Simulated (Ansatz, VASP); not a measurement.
# Hf in VASP and in Ansatz

INCAR

```
SYSTEM = Hf
ALGO = Fast
EDIFF = 1E-7
ENCUT = 520
GGA = PE
ISIF = 2
ISMEAR = -1
LASPH = .True.
LCHARG = .False.
LREAL = .False.
LWAVE = .False.
NBANDS = 17
NELM = 100
PREC = Accurate
SIGMA = 0.05
```

Contents of KPOINTS:

```
k-points
0
Gamma
  10 10 5
  0 0 0
```

File POSCAR:

```
Hf
1.0
    3.1967000000      0.0000000000      0.0000000000
   -1.5983500000      2.7684234083      0.0000000000
    0.0000000000      0.0000000000      5.0578000000
Hf
2
Direct
    0.6707990000      0.3463000000      0.7545060000
    0.3256540000      0.6728700000      0.2466750000
```

The input input.yaml:

```yaml
crystal:
  lattice:
    - [3.1967, 0.0, 0.0]
    - [-1.59835, 2.7684234083, 0.0]
    - [0.0, 0.0, 5.0578]
  atoms:
    - { symbol: Hf, position: [0.670799, 0.3463, 0.754506] }
    - { symbol: Hf, position: [0.325654, 0.67287, 0.246675] }
kpoints:
  mp_grid: { grid: [10, 10, 5] }
scf:
  occupations: { method: fermi_dirac, width: 0.05 }
hamiltonian:
  xc: pbe
  pseudopotentials: { kind: all_electron, lapw: { basis_error: 0.001 } }
output:
  forces: true
  stress: true
  eigenvalues: true
  populations: true
```

Change from the starting cell: atoms moved at random, drawn with an rms of 0.05 Å.

Alike in both runs: task single point; functional PBE; k mesh 10 × 10 × 5; occupations fermi-dirac, width 0.05 eV; no spin polarisation.

|  | VASP | Ansatz |
| --- | --- | --- |
| version | VASP 6.6.1 | Ansatz 0.2.0 |
| potentials or method | VASP PAW PBE potentials, release 64 (Hf_pv) | all-electron LAPW, scalar-relativistic |
| plane-wave cutoff (eV) | 520 | see its input |

Ansatz gave:

| Property | Result |
| --- | --- |
| gap on the k mesh at the Fermi level (eV) | none |
| pressure (GPa) | 0.7 |
| largest component of the traceless stress (GPa) | 0.25 |
| rms of the force components (eV/Å) | 0.096 |

Question: Estimate VASP's values.

Answer: gap on the k mesh at the Fermi level (eV): none; pressure (GPa): 0.2; largest component of the traceless stress (GPa): 0.27; rms of the force components (eV/Å): 0.093.

Atom by atom the forces differ by 0.004 eV/Å (rms over components). A gap of «none» marks a metal or a gap that the smearing closes. Ansatz ran all-electron here, so the differences hold the error of VASP's frozen core and of both bases.

Spin-orbit coupling is left out, which matters for the levels of Hf.
